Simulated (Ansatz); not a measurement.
TiO₂: the gap under strain, fitted and tested

Plane-wave DFT in Ansatz, r2SCAN+U, scalar-relativistic PAW potentials, cutoff 500 eV, no spin-orbit coupling; no spin polarisation. U_eff = 4.0 eV on Ti. TiO₂ in space group P4_2/mnm. Biaxial strain in the a-b plane; c and atoms relaxed (conventional cell); Kohn–Sham gaps sought over the whole zone.

| strain (%) | space group | gap (eV) |
| --- | --- | --- |
| -4.5 | P4_2/mnm | 2.933 |
| -3.0 | P4_2/mnm | ? |
| -1.5 | P4_2/mnm | 2.770 |
| +0.0 | P4_2/mnm | 2.699 |
| +1.5 | P4_2/mnm | 2.663 |
| +3.0 | P4_2/mnm | 2.660 |
| +4.5 | P4_2/mnm | 2.687 |

Fit the given gaps and predict the missing one.

Next to zero the slopes are -47 meV per % on the compressed side and -24 on the stretched side. No break shows at zero, so all given rows go into a parabola: E_g = 2.702 -0.0284 ε +0.00532 ε² eV (ε in %; scatter 7 meV). At -3.0 % this gives 2.835 eV; the run gave 2.847 eV, 12 meV away. The fit holds.

Cost: about 9.4 core-minutes for the runs cited, on Arm Neoverse V1 (shared hosts).